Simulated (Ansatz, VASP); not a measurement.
**TaN: VASP beside Ansatz**

INCAR

```
SYSTEM = TaN
PREC = Accurate ; ENCUT = 520
EDIFF = 1E-7 ; ISMEAR = -1
SIGMA = 0.02 ; LREAL = .FALSE.
LASPH = .TRUE. ; NELM = 80
ALGO = Normal ; ISIF = 2
LWAVE = .FALSE. ; LCHARG = .FALSE.
GGA = PS ; NBANDS = 15
```

Contents of KPOINTS:

```
regular mesh
0
G
  9 9 9
  0 0 0
```

Contents of POSCAR:

```
TaN
1.0
    0.0000000000      2.2007900000      2.1790000000
    2.2007900000      0.0000000000      2.1790000000
    2.2007900000      2.2007900000      0.0000000000
Ta N
1 1
Direct
    0.5000000000      0.5000000000      0.5000000000
    0.0000000000      0.0000000000      0.0000000000
```

Input for Ansatz:

```yaml
crystal:
  lattice:
    - [0.0, 2.20079, 2.179]
    - [2.20079, 0.0, 2.179]
    - [2.20079, 2.20079, 0.0]
  atoms:
    - { symbol: Ta, position: [0.5, 0.5, 0.5] }
    - { symbol: "N", position: [0.0, 0.0, 0.0] }
kpoints:
  mp_grid: { grid: [9, 9, 9] }
  band_path:
    path:
      - [0.0, 0.0, 0.0]
      - [0.0, 0.5, 0.5]
      - [0.25, 0.75, 0.5]
      - [0.0, 0.5, 0.0]
      - [0.0, 0.0, 0.0]
      - [0.5, 0.5, 0.0]
      - [0.3775125, 0.6224875, 0.0]
      - [-0.3775125, 0.3775125, 0.0]
      - [0.0, 0.0, 0.0]
    npoints: 5
scf:
  occupations: { method: fermi_dirac, width: 0.02 }
hamiltonian:
  xc: pbesol
  pseudopotentials: { kind: all_electron, lapw: { basis_error: 0.0005 } }
output:
  forces: true
  stress: true
  eigenvalues: true
```

Change from the starting cell: equal xx and yy strain of +1 %.

Alike in both runs: task single point; functional PBEsol; k mesh 9 × 9 × 9; occupations fermi-dirac, width 0.02 eV; no spin polarisation.

|  | VASP | Ansatz |
| --- | --- | --- |
| version | VASP 6.6.1 | Ansatz 0.2.0 |
| potentials or method | VASP PAW PBE potentials, release 64 (Ta_pv, N) | all-electron LAPW, scalar-relativistic |
| plane-wave cutoff (eV) | 520 | see its input |

```csv
,VASP,Ansatz,Ansatz less VASP
pressure (GPa),-1.8,-2.7,-0.94
largest component of the traceless stress (GPa),4.80,4.78,-0.021
```

Ansatz ran all-electron here, so the differences hold the error of VASP's frozen core and of both bases.

Caveats: the PAW data sets were made with another functional, which shifts forces and pressure a little (VASP). The runs have no spin-orbit coupling, so splittings on Ta are missing.
